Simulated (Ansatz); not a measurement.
I need a comparison of functionals at one structure of FeO, space group I4/mmm. Use Ansatz 0.2.0 through its Python package. Settings (first run): LDA, PAW, the default cutoff (420 eV here), 8×8×4 k-points, cold smearing of 0.1 eV, collinear spin. The script varies functional: lda, blyp, pbesol.

```
Fe O
1.0
     2.62817   -1.60210    0.00000
     2.62817    1.60210    0.00000
    -1.34983    0.00000    5.08006
Fe O
2 2
Direct
  0.50000 0.50000 0.50000
  0.00000 0.00000 0.00000
  0.75000 0.75000 0.25000
  0.25000 0.25000 0.75000
```

`xc.py`
```python
"""Functional comparison for FeO (totals differ with the potentials too)."""

import warnings

import ansatz as az
import pandas as pd

warnings.simplefilter("ignore", az.DeckWarning)

xtal = (
    az.Lattice.of([2.628166, -1.602104, 0.0], [2.628166, 1.602104, 0.0], [-1.34983, 0.0, 5.080059])
    .atom("Fe", [0.5, 0.5, 0.5], moment=3.5)
    .atom("Fe", [0.0, 0.0, 0.0], moment=-3.5)
    .atom("O", [0.75, 0.75, 0.25])
    .atom("O", [0.25, 0.25, 0.75])
)

calculation = (
    xtal.calculation()
    .pseudopotentials("paw")
    .kpoints(spacing=0.32)
    .occupations("Marzari-Vanderbilt", width=0.1)
    .spin("collinear")
)

rows = []
for value in ["lda", "blyp", "pbesol"]:
    r = calculation.functional(value).run(threads=1, backend="cpu").report
    rows.append((value, r["free_energy_ev"] / len(r["lattice"]["sites"]), r["n_iterations"], r["magnetization_mub"], r["n_kpoints"]))

table = pd.DataFrame(rows, columns=["functional", "F/atom (eV)", "iterations", "moment (muB)", "k-points"])
print(table.round(5).to_string(index=False))
```

```console
$ python xc.py
functional  F/atom (eV)  iterations  moment (muB)  k-points
       lda  -2486.97305          13           0.0        78
      blyp  -2528.44449          15           0.0        78
    pbesol  -2504.31740          14           0.0        78
```

What to keep in mind:
- The magnetic order follows from the starting moments and needn't be the lowest.
- BLYP can be off by several per cent in the lattices of metals, and by several GPa in the pressure at a fixed cell.
- For a metal this k-point mesh is coarse: on a finer one energies can move by several to tens of meV an atom and pressures by half a GPa or more, differences at one mesh by less.
- Without a Hubbard U or exact exchange, semilocal functionals often make such 3d compounds metallic or too weakly gapped.
- This cell is a computed structure, which may not be the phase found in nature.
- Total energies of different functionals can't be compared; pressures, moments and gaps at this one structure can.
- Hardware and time: 30 s on 1 thread of Arm Neoverse V2 (shared host), peak memory 0.56 GiB.

(Lines on the test bed's own set-up are left out of the output.)
